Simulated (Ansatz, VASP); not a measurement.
# Cross-check of TiO2 between VASP and Ansatz

Aim: how closely do two programs agree when they are given the same cell, functional and k mesh? The cell is taken from a series of runs on this material, whose earlier steps may have relaxed, scaled, displaced or heated it; both programs get it as it stands. Other levels of theory on this material are compared in a session of their own.

Method: plane waves, with VASP 6.6.1 beside it; relaxation of cell and atoms at PBEsol, in Ansatz 0.2.0.

### Step 1. Starting point

It takes space group I4_1/amd (No. 141, tetragonal). The conventional cell has a = 3.785 Å, b = 3.785 Å, c = 9.520 Å, α = 90.00°, β = 90.00°, γ = 90.00°. Nearest to Ti lie 6 O at 1.93 to 2.00 Å. Nearest to O lie 3 Ti at 1.93 to 2.00 Å. Farther neighbours and most contacts between anions are not listed.

### Step 2. VASP: relaxation of cell and atoms, PBEsol

The relaxed volume is the usual yardstick between codes: in a stiff, nearly cubic crystal its relative difference is about their pressure difference at one cell divided by the bulk modulus.

Lines of VASP's logs that name or quote its potential files are left out, and so is its time.

File INCAR:

```
SYSTEM = TiO2
PREC = Accurate
ENCUT = 600
EDIFF = 1E-07
NELM = 120
ISMEAR = -1
SIGMA = 0.02
LREAL = .FALSE.
ALGO = Normal
GGA = PS
NBANDS = 30
LASPH = .TRUE.
LORBIT = 11
LWAVE = .FALSE.
LCHARG = .FALSE.
ISIF = 3
IBRION = 2
NSW = 80
EDIFFG = -0.005
GGA_COMPAT = .FALSE.
NELMIN = 4
EFERMI = MIDGAP
KPAR = 2
```

File POSCAR:

```
TiO2
1.0
   -1.8925000000      1.8925000000      4.7598000000
    1.8925000000     -1.8925000000      4.7598000000
    1.8925000000      1.8925000000     -4.7598000000
Ti O
2 4
Direct
    0.0000000000      0.0000000000      1.0000000000
    0.7500000000      0.2500000000      0.5000000000
    0.2101700000      0.2101700000      1.0000000000
    0.9601700000      0.4601700000      0.5000000000
    0.5398300000      0.0398300000      0.5000000000
    0.7898300000      0.7898300000      1.0000000000
```

File KPOINTS:

```
Automatic mesh
0
Gamma
10 10 10
0 0 0
```

Potentials, in the order of the species: Ti_sv and O (PBE family, release 64).

Command:

```console
> mpirun -np 2 vasp_std
```

Numbers of over 12 decimals in the logs are rounded to 6 here.

The log of the run:

```text
[banner, memory and clock lines left out]
running    2 mpi-ranks, on    1 nodes
 distrk:  each k-point on    1 cores,    2 groups
 distr:  one band on    1 cores,    1 groups

 POSCAR found type information on POSCAR TiO
 POSCAR found :  2 types and       6 ions
|                                                                             |
|               ----> ADVICE to this user running VASP <----                  |
|                                                                             |
|     You enforced a specific xc type in the INCAR file but a different       |
|     [... a line on the potential file left out ...]
|     I HOPE YOU KNOW WHAT YOU ARE DOING!                                     |
|                                                                             |

 LDA part: xc-table for (Slater+PW92), standard interpolation
 POSCAR, INCAR and KPOINTS ok, starting setup
 FFT: planning ... GRIDC
 FFT: planning ... GRID_SOFT
 FFT: planning ... GRID
 WAVECAR not read
 entering main loop
       N       E                     dE             d eps       ncg     rms          rms(c)
DAV:   1     0.711345136768E+03    0.71135E+03   -0.26786E+04  6120   0.205E+03
DAV:   2     0.534277229793E+02   -0.65792E+03   -0.62558E+03  6498   0.579E+02
DAV:   3    -0.667961834112E+02   -0.12022E+03   -0.11731E+03  9096   0.216E+02
DAV:   4    -0.722633051873E+02   -0.54671E+01   -0.54600E+01  8790   0.483E+01
DAV:   5    -0.724845526911E+02   -0.22125E+00   -0.22118E+00  8404   0.790E+00    0.319E+01
DAV:   6    -0.567259945723E+02    0.15759E+02   -0.97572E+01  8010   0.961E+01    0.117E+01
DAV:   7    -0.564025118274E+02    0.32348E+00   -0.14466E+01  7922   0.310E+01    0.859E+00
DAV:   8    -0.563839252751E+02    0.18587E-01   -0.34863E+00  7460   0.189E+01    0.405E+00
DAV:   9    -0.562085205303E+02    0.17540E+00   -0.10782E+00  7646   0.995E+00    0.101E+00
DAV:  10    -0.562195904596E+02   -0.11070E-01   -0.10989E-01  7126   0.251E+00    0.562E-01
DAV:  11    -0.562138584230E+02    0.57320E-02   -0.30083E-02  7252   0.113E+00    0.830E-02
DAV:  12    -0.562141067466E+02   -0.24832E-03   -0.22547E-03  6818   0.514E-01    0.152E-01
DAV:  13    -0.562139361170E+02    0.17063E-03   -0.48075E-04  7318   0.226E-01    0.388E-02
DAV:  14    -0.562139328675E+02    0.32495E-05   -0.97775E-05  8584   0.910E-02    0.123E-02
DAV:  15    -0.562139337029E+02   -0.83533E-06   -0.14034E-05  8324   0.358E-02    0.594E-03
DAV:  16    -0.562139336392E+02    0.63681E-07   -0.74268E-07  6810   0.805E-03
   1 F= -.56213934E+02 E0= -.56213934E+02  d E =-.562139E+02
[...]
2 F= -.56214407E+02 E0= -.56214407E+02  d E =-.473205E-03
[...]
3 F= -.56223291E+02 E0= -.56223291E+02  d E =-.935732E-02
[...]
4 F= -.56224604E+02 E0= -.56224604E+02  d E =-.131269E-02
[...]
5 F= -.56224604E+02 E0= -.56224604E+02  d E =-.131268E-02
[...]
6 F= -.56225340E+02 E0= -.56225340E+02  d E =-.736426E-03
[...]
7 F= -.56226646E+02 E0= -.56226646E+02  d E =-.204232E-02
 curvature:  -2.90 expect dE=-0.240E-03 dE for cont linesearch -0.132E-03
 ZBRENT: extrapolating
 opt :   4.8724  next Energy=   -56.226794 (dE=-0.219E-02)
 bond charge predicted
       N       E                     dE             d eps       ncg     rms          rms(c)
DAV:   1    -0.562278906826E+02   -0.12447E-02   -0.37615E-01  6120   0.496E+00    0.316E-01
DAV:   2    -0.562274680069E+02    0.42268E-03   -0.14348E-02  6560   0.925E-01    0.179E-01
DAV:   3    -0.562268045386E+02    0.66347E-03   -0.18183E-03  7100   0.375E-01    0.406E-02
DAV:   4    -0.562268000729E+02    0.44657E-05   -0.24388E-04  7976   0.120E-01    0.304E-02
DAV:   5    -0.562267969258E+02    0.31471E-05   -0.21110E-05  7792   0.484E-02    0.144E-02
DAV:   6    -0.562267965233E+02    0.40249E-06   -0.37877E-06  7156   0.170E-02    0.354E-03
DAV:   7    -0.562267965274E+02   -0.41191E-08   -0.25451E-07  5148   0.391E-03
   8 F= -.56226797E+02 E0= -.56226797E+02  d E =-.219289E-02
 curvature:  -3.26 expect dE=-0.273E-04 dE for cont linesearch -0.220E-07
 trial: gam=-0.03356 g(F)=  0.223E-06 g(S)=  0.816E-05 ort = 0.285E-05 (trialstep = 0.170E+01)
 search vector abs. value=  0.955E-05
 reached required accuracy - stopping structural energy minimisation
```

Parts of OUTCAR (step 2):

```text
ion  position               nearest neighbor table
   1  0.000  0.000  0.000-   5 1.93   4 1.93   5 1.93   4 1.93   3 2.00   6 2.00
   2  0.750  0.250  0.500-   6 1.93   3 1.93   6 1.93   3 1.93   4 2.00   5 2.00
   3  0.210  0.210  0.000-   2 1.93   2 1.93   1 2.00
   4  0.960  0.460  0.500-   1 1.93   1 1.93   2 2.00
   5  0.540  0.040  0.500-   1 1.93   1 1.93   2 2.00
   6  0.790  0.790  0.000-   2 1.93   2 1.93   1 2.00

  LATTYP: Found a body centered tetragonal cell.
 ALAT       =     3.7850000000
 C/A-ratio  =     2.5150858653

 Subroutine GETGRP returns: Found 16 space group operations
 (whereof  8 operations were pure point group operations)

The static configuration has the point symmetry D_2d.
 The point group associated with its full space group is D_4h.

 Found    102 irreducible k-points:

   k-points           NKPTS =    102   k-points in BZ     NKDIM =    102   number of bands    NBANDS=     30

   dimension x,y,z NGX =    48 NGY =   48 NGZ =   48
   dimension x,y,z NGXF=    96 NGYF=   96 NGZF=   96

   ENCUT  =  600.0 eV  44.10 Ry    6.64 a.u.  10.91 10.91 10.91*2*pi/ulx,y,z

   NELECT =      48.0000    total number of electrons

 k-points in reciprocal lattice and weights: Automatic mesh
   0.00000000  0.00000000  0.00000000       0.001
   0.10000000 -0.00000000  0.00000000       0.008
   0.20000000 -0.00000000  0.00000000       0.008
   0.30000000  0.00000000  0.00000000       0.008
   0.40000000 -0.00000000  0.00000000       0.008
   0.50000000  0.00000000 -0.00000000       0.004
   0.10000000  0.10000000  0.00000000       0.008
   0.20000000  0.10000000  0.00000000       0.016
   0.30000000  0.10000000 -0.00000000       0.016
[...]
-0.40000000 -0.40000000  0.40000000       0.002
   0.50000000  0.50000000  0.50000000       0.001

 average (electrostatic) potential at core
       1 -76.8921       2 -76.8921       3 -70.2870       4 -70.2870       5 -70.2870
       6 -70.2870

 E-fermi :   4.3303

 k-point     1 :       0.0000    0.0000    0.0000
  band No.  band energies     occupation
    ...
     20       2.5071      2.00000
     21       2.5128      2.00000
     22       2.5128      2.00000
     23       2.8229      2.00000
     24       2.8229      2.00000
     25       5.3763      0.00000
     26       6.1230      0.00000
     27       7.3152      0.00000
     28       7.3152      0.00000
     29       7.3390      0.00000
    ...

 k-point     2 :       0.1000   -0.0000    0.0000
  band No.  band energies     occupation
    ...
     20       2.2730      2.00000
     21       2.4594      2.00000
     22       2.5106      2.00000
     23       2.6600      2.00000
     24       2.8430      2.00000
     25       5.6228      0.00000
     26       6.1626      0.00000
     27       7.0193      0.00000
     28       7.1476      0.00000
     29       7.2795      0.00000
    ...

 k-point     3 :       0.2000   -0.0000    0.0000
  band No.  band energies     occupation
    ...
     20       1.7815      2.00000
     21       2.1336      2.00000
     22       2.5034      2.00000
     23       2.5297      2.00000
     24       2.8215      2.00000
     25       6.1101      0.00000
     26       6.3170      0.00000
     27       6.6786      0.00000
     28       6.9324      0.00000
     29       7.2236      0.00000
    ...

  Total       -0.0218317     -0.0218317     -0.0078864      0.0000000      0.0000000      0.0000000
  in kB       -0.5141692     -0.5141692     -0.1857379      0.0000000      0.0000000      0.0000000
  external PRESSURE =      -0.4046921 kB  Pullay stress =       0.0000000 kB

  energy-cutoff  :      600.00
  volume of cell :       68.03
      direct lattice vectors                 reciprocal lattice vectors
    -1.886381046  1.886381046  4.779389138     0.000000000  0.265057795  0.104615880
     1.886381046 -1.886381046  4.779389138     0.265057795  0.000000000  0.104615880
     1.886381046  1.886381046 -4.779389138     0.265057795  0.265057795  0.000000000

 POSITION                                       TOTAL-FORCE (eV/Angst)
 -----------------------------------------------------------------------------------
      0.00000      0.00000      0.00000        -0.000000     -0.000000      0.000000
      0.00000      1.88638      2.38969        -0.000000     -0.000000      0.000000
      0.00000      0.00000      1.98403        -0.000000      0.000000      0.001076
     -0.00000      1.88638      4.37373         0.000000     -0.000000      0.001076
      0.00000      1.88638      0.40566         0.000000     -0.000000     -0.001076
      1.88638      1.88638      2.79536        -0.000000      0.000000     -0.001076
 -----------------------------------------------------------------------------------
    total drift:                               -0.000000     -0.000000      0.000000

  FREE ENERGIE OF THE ION-ELECTRON SYSTEM (eV)
  ---------------------------------------------------
  free  energy   TOTEN  =       -56.2267965274 eV

  energy  without entropy=      -56.2267965274  energy(sigma->0) =      -56.22679653

 reached required accuracy - stopping structural energy minimisation

 total charge
# of ion       s       p       d       tot
------------------------------------------
    1        2.229   6.308   1.770  10.306
    2        2.229   6.308   1.770  10.306
    3        1.564   3.491   0.000   5.055
    4        1.564   3.491   0.000   5.055
    5        1.564   3.491   0.000   5.055
    6        1.564   3.491   0.000   5.055
--------------------------------------------------
tot         10.713  26.579   3.539  40.831

[... 3 further parts left out ...]
```

The run keeps the 16 symmetry operations of its start, so it cannot find a distortion of lower symmetry.

(Continued in part 2 of 2.)

[Lines on the potential files, build, host, timing and source positions are cut from VASP's logs without a mark.]

[Logs are printed without paths, hosts, clocks, repeated set-up lines and the standing remarks that a program may print on its own settings, such as how far it seeks lower states.]

[Hosts, paths, dates, database ids (printed as entryN), source tags and the programs' standing remarks are cut or masked in the printed files.]
